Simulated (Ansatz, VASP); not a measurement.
# SnS2 (Berndtite-2T) in VASP and in Ansatz

INCAR

```
ALGO = Normal ; EDIFF = 1E-7
ENCUT = 520 ; GGA = PS
ISIF = 2 ; ISMEAR = -1
LASPH = True ; LCHARG = False
LREAL = False ; LWAVE = False
NBANDS = 20 ; NELM = 80
PREC = Accurate ; SIGMA = 0.05
```

Contents of KPOINTS:

```
k-points
0
Gamma
  8 8 5
```

File POSCAR:

```
SnS2
1.0
    3.5898182954      0.0000000000      0.0000000000
   -1.7949091477      3.1088738388      0.0000000000
    0.0000000000      0.0000000000      5.7886929809
Sn S
1 2
Direct
    0.0000000000      0.0000000000      0.0000000000
    0.6666666667      0.3333333333      0.7500000000
    0.3333333333      0.6666666667      0.2500000000
```

File input.yaml:

```yaml
crystal:
  lattice:
    - [3.5898182954, 0.0, 0.0]
    - [-1.7949091477, 3.1088738388, 0.0]
    - [0.0, 0.0, 5.7886929809]
  atoms:
    - { symbol: Sn, position: [0.0, 0.0, 0.0] }
    - { symbol: S, position: [0.6666666667, 0.3333333333, 0.75] }
    - { symbol: S, position: [0.3333333333, 0.6666666667, 0.25] }
hamiltonian:
  xc: pbesol
  pseudopotentials: { kind: paw }
kpoints:
  mp_grid: { grid: [8, 8, 5] }
scf:
  occupations: { method: fermi_dirac, width: 0.05 }
output:
  forces: true
  stress: true
  eigenvalues: true
```

Change from the starting cell: volume scaled by 0.96.

Alike in both runs: task single point; functional PBEsol; k mesh 8 × 8 × 5; occupations fermi-dirac, width 0.05 eV; no spin polarisation.

|  | VASP | Ansatz |
| --- | --- | --- |
| version | VASP 6.6.1 | Ansatz 0.2.0 |
| potentials or method | VASP PAW PBE potentials, release 64 (Sn_d, S) | Ansatz PAW |
| plane-wave cutoff (eV) | 520 | 420 |
| valence electrons in the cell | 26 | 26 |

|  | VASP | Ansatz | Ansatz less VASP |
| --- | --- | --- | --- |
| gap on the k mesh at the Fermi level (eV) | 1.47 | 1.46 | -0.016 |
| least direct gap on the mesh (eV) | 1.96 | 1.96 | -0.003 |
| pressure (GPa) | 4.9 | 5.0 | +0.08 |
| largest component of the traceless stress (GPa) | 0.13 | 0.15 | +0.023 |
| rms of the force components (eV/Å) | 0.250 | 0.250 | +0.0006 |

Atom by atom the forces differ by 0.001 eV/Å (rms over components).

Caveats: spin-orbit coupling is left out, which moves the levels of the heavy elements; this functional lacks dispersion, which binds the layers, so the pressure and a relaxed spacing across them are unreliable; the PAW data sets were made with another functional, which shifts forces and pressure a little (VASP); an odd mesh through Γ misses points on the zone boundary, where band edges often lie (VASP); odd divisions of the mesh miss points on the zone boundary, where band edges often lie, so the gap on the mesh can be too wide (Ansatz); the PAW data sets come from PBE, with cores solved anew for the run's functional, which leaves a small shift of forces and pressure (Ansatz).
